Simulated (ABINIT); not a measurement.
# InP (F-43m) in ABINIT: further runs

The runs below take InP through single point, with PBE, PBEsol.

Everything below comes from runs of ABINIT 10.8.3 (patched build). Logs are shortened: lines on timing, memory, paths and dates and some standing lists are left out, and cuts for length are marked. The log counts tension as positive stress, the text compression.

**Measured values to compare with.**

A printed reference work, data compilation reports, for a bulk crystal of InP at 1.6 K: band gap 1.4236 eV (direct).

How close the calculation comes is told below.

### 1 Starting point

It takes space group F-43m (No. 216, cubic). Conventional cell: a = 5.861 Å, b = 5.861 Å, c = 5.861 Å, α = 90.00°, β = 90.00°, γ = 90.00°. In (site symmetry -43m) is surrounded by 4 P at 2.54 Å. P (site symmetry -43m) has 4 In at 2.54 Å as nearest neighbours.

### 2 Single point, PBE

File run.abi:

```
pp_dirpath "./"
pseudos "In.upf, P.upf"

acell 4.1443528445 4.1443528445 4.1443528445 Angstrom
rprim
     0.0000000000     0.7071067812     0.7071067812
     0.7071067812     0.0000000000     0.7071067812
     0.7071067812     0.7071067812     0.0000000000
ntypat 2
znucl 49 15
natom 2
typat 1 2
xcart
     0.0000000000     0.0000000000     0.0000000000
     4.3957500000     4.3957500000     4.3957500000 Angstrom

ecut 35.0

kptopt 1
ngkpt 6 6 6
nshiftk 1
shiftk 0.0 0.0 0.0

ixc 11

nband 13
occopt 3
tsmear 0.05 eV

nstep 100
tolvrs 1.0e-10

iomode 3
prtwf 0
prteig 0
prtebands 0
enunit 2
prtden 1
prtvha 1
prtvclmb 1
prtpot 1
prtelf 1
```

Potentials or basis: PseudoDojo NC SR PBE v0.4.1 standard.

The run is started by

```console
> abinit run.abi > log 2>&1
```

run.abo:

```text
.Version 10.8.3 of ABINIT
 Symmetries : space group F-4 3 m (#216); Bravais cF (face-center cubic)
================================================================================
 Values of the parameters that define the memory need of the present run
     intxc =       0    ionmov =       0      iscf =       7    lmnmax =       6
     lnmax =       6     mgfft =      45  mpssoang =       3    mqgrid =    3001
     natom =       2  nloc_mem =       1    nspden =       1   nspinor =       1
    nsppol =       1      nsym =      24    n1xccc =    2501    ntypat =       2
    occopt =       3   xclevel =       2
       mpw =        3386          nfft =       91125          nkpt =          16
================================================================================
================================================================================

--------------------------------------------------------------------------------
------------- Echo of variables that govern the present computation ------------
--------------------------------------------------------------------------------
 -outvars: echo values of preprocessed input variables --------
            acell      7.8316918452E+00  7.8316918452E+00  7.8316918452E+00 Bohr
              amu      1.14820000E+02  3.09737620E+01
             ecut      3.50000000E+01 Hartree
           enunit           2
              ixc          11
         kptrlatt        6    0    0      0    6    0      0    0    6
          kptrlen      4.69901511E+01
            natom           2
            nband          13
            ngfft          45      45      45
             nkpt          16
            nstep         100
             nsym          24
           ntypat           2
           occopt           3
        prtebands           0
           prteig           0
           prtelf           1
           prtpot           1
         prtvclmb           1
           prtvha           1
            prtwf           0
            rprim      0.0000000000E+00  7.0710678120E-01  7.0710678120E-01
                       7.0710678120E-01  0.0000000000E+00  7.0710678120E-01
                       7.0710678120E-01  7.0710678120E-01  0.0000000000E+00
          spgroup         216
           tolvrs      1.00000000E-10
           tsmear      1.83746611E-03 Hartree
            typat      1  2
           xangst      0.0000000000E+00  0.0000000000E+00  0.0000000000E+00
                       4.3957500000E+00  4.3957500000E+00  4.3957500000E+00
            xcart      0.0000000000E+00  0.0000000000E+00  0.0000000000E+00
                       8.3067636180E+00  8.3067636180E+00  8.3067636180E+00
             xred      0.0000000000E+00  0.0000000000E+00  0.0000000000E+00
                       7.5000000000E-01  7.5000000000E-01  7.5000000000E-01
            znucl       49.00000   15.00000

================================================================================

 chkinp: Checking input parameters for consistency.

================================================================================
== DATASET  1 ==================================================================

--- !DatasetInfo
iteration_state: {dtset: 1, }
dimensions: {natom: 2, nkpt: 16, mband: 13, nsppol: 1, nspinor: 1, nspden: 1, mpw: 3386, }
cutoff_energies: {ecut:  35.0, pawecutdg:  -1.0, }
electrons: {nelect:   1.80000000E+01, charge:   0.00000000E+00, occopt:   3.00000000E+00, tsmear:   1.83746611E-03, }
meta: {optdriver: 0, ionmov: 0, optcell: 0, iscf: 7, paral_kgb: 0, }
...

 Exchange-correlation functional for the present dataset will be:
  GGA: Perdew-Burke-Ernzerhof functional - ixc=11
  J.P.Perdew, K.Burke, M.Ernzerhof, PRL 77, 3865 (1996)

 Real(R)+Recip(G) space primitive vectors, cartesian coordinates (Bohr,Bohr^-1):
 R(1)=  0.0000000  5.5378424  5.5378424  G(1)= -0.0902879  0.0902879  0.0902879
 R(2)=  5.5378424  0.0000000  5.5378424  G(2)=  0.0902879 -0.0902879  0.0902879
 R(3)=  5.5378424  5.5378424  0.0000000  G(3)=  0.0902879  0.0902879 -0.0902879
 Unit cell volume ucvol=  3.3966576E+02 bohr^3
 Angles (23,13,12)=  6.00000000E+01  6.00000000E+01  6.00000000E+01 degrees

 getcut: wavevector=  0.0000  0.0000  0.0000  ngfft=  45  45  45
         ecut(hartree)=     35.000   => boxcut(ratio)=   2.10959

--- Pseudopotential description ------------------------------------------------
- pspini: atom type   1  psp file is ./In.upf
12 -101130 2 -1 1964                          pspcod,pspxc,lmax,lloc,mmax
     nproj     2     2     2

- pspini: atom type   2  psp file is ./P.upf
12 -101130 2 -1 1298                          pspcod,pspxc,lmax,lloc,mmax
     nproj     2     2     2

   6.00945385E+02                                ecore*ucvol(ha*bohr**3)
--------------------------------------------------------------------------------

================================================================================

--- !BeginCycle
iteration_state: {dtset: 1, }
solver: {iscf: 7, nstep: 100, nline: 4, wfoptalg: 0, }
tolerances: {tolvrs: 1.00E-10, }
...

     iter   Etot(hartree)      deltaE(h)  residm     vres2
 ETOT  1  -72.704394304751    -7.270E+01 4.893E-01 3.613E+02
 ETOT  2  -73.372813128405    -6.684E-01 2.059E-02 1.675E+02
 ETOT  3  -73.392423760136    -1.961E-02 2.038E-03 8.350E+00
 ETOT  4  -73.393229380871    -8.056E-04 9.777E-04 4.909E-01
 ETOT  5  -73.393264237745    -3.486E-05 2.875E-04 5.389E-02
 ETOT  6  -73.393269153216    -4.915E-06 2.132E-04 1.379E-02
 ETOT  7  -73.393270826615    -1.673E-06 9.685E-05 2.853E-05
 ETOT  8  -73.393270833522    -6.907E-09 9.100E-05 5.113E-07
 ETOT  9  -73.393270833716    -1.945E-10 4.608E-05 1.445E-07
 ETOT 10  -73.393270833741    -2.437E-11 3.894E-05 3.679E-09
 ETOT 11  -73.393270833742    -1.080E-12 2.685E-05 6.578E-10
 ETOT 12  -73.393270833745    -2.643E-12 1.687E-05 2.909E-11

 At SCF step   12       vres2   =  2.91E-11 < tolvrs=  1.00E-10 =>converged.

 Compute ELF
--------------------------------------------------------------------------------

 Compute kinetic energy density

 Compute gradient of the electron density
 Electron Localization Function (ELF) [min:0;max:1]
)     Maximum=    8.9833E-01  at reduced coord.    0.8222    0.8444    0.8444
)     Minimum=    1.6085E-06  at reduced coord.    0.7556    0.7556    0.7333
   Integrated=    1.0691E+02

--------------------------------------------------------------------------------
 End of ELF section

 Cartesian components of stress tensor (hartree/bohr^3)
  sigma(1 1)= -1.15912271E-04  sigma(3 2)=  0.00000000E+00
  sigma(2 2)= -1.15912271E-04  sigma(3 1)=  0.00000000E+00
  sigma(3 3)= -1.15912271E-04  sigma(2 1)=  0.00000000E+00

--- !ResultsGS
iteration_state: {dtset: 1, }
comment   : Summary of ground state results
lattice_vectors:
- [  0.0000000,   5.5378424,   5.5378424, ]
- [  5.5378424,   0.0000000,   5.5378424, ]
- [  5.5378424,   5.5378424,   0.0000000, ]
lattice_lengths: [   7.83169,    7.83169,    7.83169, ]
lattice_angles: [ 60.000,  60.000,  60.000, ] # degrees, (23, 13, 12)
lattice_volume:   3.3966576E+02
convergence: {deltae: -2.643E-12, res2:  2.909E-11, residm:  1.687E-05, diffor: null, }
etotal    :  -7.33932708E+01
entropy   :   0.00000000E+00
fermie    :   1.78451699E-01
cartesian_stress_tensor: # hartree/bohr^3
- [ -1.15912271E-04,   0.00000000E+00,   0.00000000E+00, ]
- [  0.00000000E+00,  -1.15912271E-04,   0.00000000E+00, ]
- [  0.00000000E+00,   0.00000000E+00,  -1.15912271E-04, ]
pressure_GPa:   3.4103E+00
xred      :
- [  0.0000E+00,   0.0000E+00,   0.0000E+00, In]
- [  7.5000E-01,   7.5000E-01,   7.5000E-01,  P]
cartesian_forces: # hartree/bohr
- [ -3.03891505E-30,  -3.03891505E-30,   9.11674515E-30, ]
- [  3.03891505E-30,   3.03891505E-30,  -9.11674515E-30, ]
force_length_stats: {min:   1.00789410E-29, max:   1.00789410E-29, mean:   1.00789410E-29, }
...

 Integrated electronic density in atomic spheres:
 ------------------------------------------------
 Atom  Sphere_radius  Integrated_density
    1        2.00000          9.89477229
    2        2.00000          2.75891874
================================================================================

 ----iterations are completed or convergence reached----

 Mean square residual over all n,k,spin=   12.046E-08; max=  16.867E-06
 reduced coordinates (array xred) for    2 atoms
       0.000000000000      0.000000000000      0.000000000000
       0.750000000000      0.750000000000      0.750000000000
 rms dE/dt=  4.7600E-29; max dE/dt=  6.7316E-29; dE/dt below (all hartree)
    1      -0.000000000000     -0.000000000000      0.000000000000
    2       0.000000000000      0.000000000000      0.000000000000

 cartesian coordinates (angstrom) at end:
    1      0.00000000000000     0.00000000000000     0.00000000000000
    2      4.39575000004719     4.39575000004719     4.39575000004719

 cartesian forces (hartree/bohr) at end:
    1     -0.00000000000000    -0.00000000000000     0.00000000000000
    2      0.00000000000000     0.00000000000000    -0.00000000000000
 frms,max,avg= 5.8190793E-30 9.1167451E-30   0.000E+00  0.000E+00  0.000E+00 h/b

 cartesian forces (eV/Angstrom) at end:
    1     -0.00000000000000    -0.00000000000000     0.00000000000000
    2      0.00000000000000     0.00000000000000    -0.00000000000000
 frms,max,avg= 2.9922909E-28 4.6880188E-28   0.000E+00  0.000E+00  0.000E+00 e/A
 length scales=  7.831691845232  7.831691845232  7.831691845232 bohr
              =  4.144352844500  4.144352844500  4.144352844500 angstroms
 Fermi (or HOMO) energy (hartree) =   0.17845   Average Vxc (hartree)=  -0.34602
 Eigenvalues (hartree) for nkpt=  16  k points:
 kpt#   1, nband= 13, wtk=  0.00463, kpt=  0.0000  0.0000  0.0000 (reduced coord)
  -0.35915   -0.35915   -0.35915   -0.35369   -0.35369   -0.25891    0.16440    0.16440
   0.16440    0.19046    0.31463    0.31463    0.31463
      occupation numbers for kpt#   1
   2.00000    2.00000    2.00000    2.00000    2.00000    2.00000    1.99905    1.99905
   1.99905    0.00289    0.00000    0.00000    0.00000
 prteigrs : prtvol=0 or 1, do not print more k-points.

 Fermi (or HOMO) energy (eV) =   4.85592   Average Vxc (eV)=  -9.41565
 Eigenvalues (   eV  ) for nkpt=  16  k points:
 kpt#   1, nband= 13, wtk=  0.00463, kpt=  0.0000  0.0000  0.0000 (reduced coord)
  -9.77309   -9.77309   -9.77309   -9.62445   -9.62445   -7.04517    4.47342    4.47342
   4.47342    5.18280    8.56161    8.56161    8.56161
 prteigrs : prtvol=0 or 1, do not print more k-points.

--- !EnergyTerms
iteration_state     : {dtset: 1, }
comment             : Components of total free energy in Hartree
kinetic             :  4.44232537045055E+01
hartree             :  1.84141299699043E+01
xc                  : -2.21162575571951E+01
Ewald energy        : -4.48602020672642E+01
psp_core            :  1.76922565981836E+00
local_psp           : -5.72065264198226E+01
non_local_psp       : -1.38168937235693E+01
internal            : -7.33932704336230E+01
'-kT*entropy'       : -4.00121616086407E-07
total_energy        : -7.33932708337446E+01
total_energy_eV     : -1.99713264051292E+03
band_energy         : -3.60600644263749E+00
...

 Cartesian components of stress tensor (hartree/bohr^3)
  sigma(1 1)= -1.15912271E-04  sigma(3 2)=  0.00000000E+00
  sigma(2 2)= -1.15912271E-04  sigma(3 1)=  0.00000000E+00
  sigma(3 3)= -1.15912271E-04  sigma(2 1)=  0.00000000E+00

-Cartesian components of stress tensor (GPa)         [Pressure=  3.4103E+00 GPa]
- sigma(1 1)= -3.41025674E+00  sigma(3 2)=  0.00000000E+00
- sigma(2 2)= -3.41025674E+00  sigma(3 1)=  0.00000000E+00
- sigma(3 3)= -3.41025674E+00  sigma(2 1)=  0.00000000E+00

== END DATASET(S) ==============================================================
================================================================================

 -outvars: echo values of variables after computation  --------
            acell      7.8316918452E+00  7.8316918452E+00  7.8316918452E+00 Bohr
           etotal     -7.3393270834E+01
            fcart     -3.0389150490E-30 -3.0389150490E-30  9.1167451469E-30
                       3.0389150490E-30  3.0389150490E-30 -9.1167451469E-30
            rprim      0.0000000000E+00  7.0710678120E-01  7.0710678120E-01
                       7.0710678120E-01  0.0000000000E+00  7.0710678120E-01
                       7.0710678120E-01  7.0710678120E-01  0.0000000000E+00
           strten     -1.1591227060E-04 -1.1591227060E-04 -1.1591227060E-04
                       0.0000000000E+00  0.0000000000E+00  0.0000000000E+00
           xangst      0.0000000000E+00  0.0000000000E+00  0.0000000000E+00
                       4.3957500000E+00  4.3957500000E+00  4.3957500000E+00
             xred      0.0000000000E+00  0.0000000000E+00  0.0000000000E+00
                       7.5000000000E-01  7.5000000000E-01  7.5000000000E-01
 Calculation completed.
```

Wall time 46 s (1 thread of Intel Xeon at 2.70GHz, shared host); peak memory 0.09 GiB.

Results:

```yaml
Free_energy: -1997.1326 eV
Pressure: 3.4 GPa
Band_gap_on_the_k_mesh: 0.71 eV, direct
Valence_electrons_inside_the_program's_atomic_spheres: In 9.89; P 2.76
```

Caveat: spin-orbit coupling is left out, which moves the levels of the heavy elements.

### 3 Single point, PBE, spin-orbit coupling, no magnetisation

File run.abi:

```
pp_dirpath "./"
pseudos "In.GGA_PBE-JTH.xml, P.GGA_PBE-JTH.xml"

acell 3*1.0
rprim
     0.0000000000     5.5378424082     5.5378424082
     5.5378424082     0.0000000000     5.5378424082
     5.5378424082     5.5378424082     0.0000000000
ntypat 2
znucl 49 15
natom 2
typat 1 2
xred
     0.0000000000     0.0000000000     0.0000000000
     0.7500000000     0.7500000000     0.7500000000

ecut 435.382180 eV
pawecutdg 32.0

kptopt 4
ngkpt 6 6 6
nshiftk 1
shiftk 0.0 0.0 0.0

ixc 11

nband 26
occopt 3
tsmear 0.05 eV

nspinor 2
nspden 1
pawspnorb 1

nstep 100
tolvrs 1.0e-9

iomode 3
prtwf 0
prtden 0
prteig 0
prtebands 0
enunit 1
prtvol 2
```

Potentials or basis: JTH PAW PBE v2.0.

The run is started by

```console
> abinit run.abi > log 2>&1
```

Run time: 51 s. Hardware: 1 thread of Intel Xeon at 2.70GHz, shared host; peak memory 0.12 GiB.

It converged, with:

- Free energy: -1761.1040 eV
- Band gap on the k mesh: 0.66 eV, direct
- Valence electrons inside the program's atomic spheres: In 11.26; P 1.59

Levels at points of the mesh, in eV from the valence-band top:
| k point | band 15 | band 16 | band 17 | band 18 | band 19 | band 20 | band 21 | band 22 |
| --- | --- | --- | --- | --- | --- | --- | --- | --- |
| (0.00, 0.00, 0.00) | 0.00 | 0.00 | 0.00 | 0.00 | 0.66 | 0.66 | 3.74 | 3.74 |
| (0.50, 0.00, 0.00) | -1.07 | -1.07 | -0.96 | -0.96 | 1.46 | 1.46 | 4.69 | 4.69 |
| (0.50, 0.50, 0.00) | -2.41 | -2.41 | -2.32 | -2.32 | 1.74 | 1.74 | 2.24 | 2.24 |

Caveat: the cutoff is too short for stress, so the log's stress isn't used. Expect the measured gap to be larger: semilocal functionals such as PBE lack the derivative discontinuity.

### 4 Single point, PBEsol

File run.abi:

```
# Pseudopotentials
pp_dirpath "./"
pseudos "In.upf, P.upf"

# Structure
acell 4.1443528445 4.1443528445 4.1443528445 Angstrom
rprim
     0.0000000000     0.7071067812     0.7071067812
     0.7071067812     0.0000000000     0.7071067812
     0.7071067812     0.7071067812     0.0000000000
ntypat 2
znucl 49 15
natom 2
typat 1 2
xred
     0.0000000000     0.0000000000     0.0000000000
     0.7500000000     0.7500000000     0.7500000000

# Plane-wave basis
ecut 843.552974 eV

# k points
kptopt 1
ngkpt 6 6 6
nshiftk 1
shiftk 0.0 0.0 0.0

# Exchange and correlation
ixc -116133

# Bands and occupations
nband 13
occopt 3
tsmear 0.05 eV

# SCF cycle
nstep 100
tolvrs 1.0e-10

# Output
iomode 3
prtwf 0
prtden 0
prteig 0
prtebands 0
enunit 1
```

Potentials or basis: PseudoDojo NC SR PBEsol v0.4.1 standard.

The run is started by

```console
> abinit run.abi > log 2>&1
```

Run time: 18 s. Hardware: 1 thread of Arm Neoverse V2, shared host; peak memory 0.08 GiB.

It converged, with:

```
Free energy                                           : -1992.7719 eV
Pressure                                              : 0.1 GPa
Band gap on the k mesh                                : 0.61 eV, direct
Valence electrons inside the program's atomic spheres : In 9.92; P 2.77
```

Levels at points of the mesh, in eV from the valence-band top:
| k point | band 6 | band 7 | band 8 | band 9 | band 10 | band 11 | band 12 | band 13 |
| --- | --- | --- | --- | --- | --- | --- | --- | --- |
| (0.00, 0.00, 0.00) | -11.55 | 0.00 | 0.00 | 0.00 | 0.61 | 4.01 | 4.01 | 4.01 |
| (0.50, 0.00, 0.00) | -9.80 | -5.80 | -0.98 | -0.98 | 1.40 | 4.73 | 4.73 | 6.97 |
| (0.50, 0.50, 0.00) | -9.14 | -5.82 | -2.35 | -2.35 | 1.63 | 2.16 | 9.11 | 9.51 |

Caveat: spin-orbit coupling is left out, which moves the levels of the heavy elements.

### 5 Single point, PBEsol

File run.abi:

```
pp_dirpath "./"
pseudos "In.GGA_PBE-JTH.xml, P.GGA_PBE-JTH.xml"

acell 4.1443528445 4.1443528445 4.1443528445 Angstrom
rprim
     0.0000000000     0.7071067812     0.7071067812
     0.7071067812     0.0000000000     0.7071067812
     0.7071067812     0.7071067812     0.0000000000
ntypat 2
znucl 49 15
natom 2
typat 1 2
xred
     0.0000000000     0.0000000000     0.0000000000
     0.7500000000     0.7500000000     0.7500000000

ecut 16.0
pawecutdg 32.0

kptopt 1
ngkpt 6 6 6
nshiftk 1
shiftk 0.0 0.0 0.0

ixc -116133

nband 13
occopt 3
tsmear 0.05 eV

nstep 100
tolvrs 1.0e-9

iomode 3
prtwf 0
prteig 0
prtebands 0
prtden 1
prtvha 1
prtvclmb 1
prtpot 1
```

Potentials or basis: JTH PAW PBE v2.0.

The run is started by

```console
> abinit run.abi > log 2>&1
```

It took 11 s on 1 thread of Arm Neoverse V2, shared host; peak memory 0.1 GiB.

Results (log left out):

- Free energy: -1760.8132 eV
- Band gap on the k mesh: 0.59 eV, direct
- Valence electrons inside the program's atomic spheres: In 11.27; P 1.58

Levels at points of the mesh, in eV from the valence-band top:
```csv
k point,band 7,band 8,band 9,band 10,band 11,band 12
"(0.00, 0.00, 0.00)",0.00,0.00,0.00,0.59,4.00,4.00
"(0.50, 0.00, 0.00)",-5.82,-0.99,-0.99,1.39,4.73,4.73
"(0.50, 0.50, 0.00)",-5.84,-2.37,-2.37,1.63,2.16,9.09
```

Caveat: the cutoff is too short for stress, so the log's stress isn't used; the PAW data sets were made with another functional, which shifts forces and pressure a little; spin-orbit coupling is left out, which moves the levels of the heavy elements.

### 6 The runs side by side

| level | potentials or basis | spin | cutoff (eV) | fine-grid cutoff | gap on the mesh (eV) | pressure (GPa) |
| --- | --- | --- | --- | --- | --- | --- |
| PBE | PseudoDojo NC SR PBE v0.4.1 standard | off | 952 | - | 0.71 | 3.4 |
| PBE | JTH PAW PBE v2.0 | SOC, no magnetisation | 435 | 870.764 eV | 0.66 | - |
| PBEsol | PseudoDojo NC SR PBEsol v0.4.1 standard | off | 844 | - | 0.61 | 0.1 |
| PBEsol | JTH PAW PBE v2.0 | off | 435 | 870.764 eV | 0.59 | - |

Alike in all rows: task single point; cell as given; k mesh 6 × 6 × 6; smearing fermi-dirac 0.05 eV.

Caveats: spin-orbit coupling is left out, which moves the levels of the heavy elements (some runs); the PAW data sets were made with another functional, which shifts forces and pressure a little (some runs).

Absolute energies hang on the potentials; compare differences alone.

### 7 How close it comes

Step 2. Measured gap of InP: 1.4236 eV (direct; 1.6 K; a printed reference work, data compilation). This calculation gives 0.71 eV (-0.71 eV). Spin-orbit coupling on In is left out. The value is that of PBE, without temperature or zero-point motion. Semilocal functionals fall short of measured gaps as a rule.

Step 4. A measured gap of InP is 1.4236 eV (direct; 1.6 K; a printed reference work, data compilation); the calculated 0.61 eV misses it by -0.81 eV. Spin-orbit coupling on In is left out. The value is that of PBEsol, without temperature or zero-point motion. Semilocal functionals fall short of measured gaps as a rule.
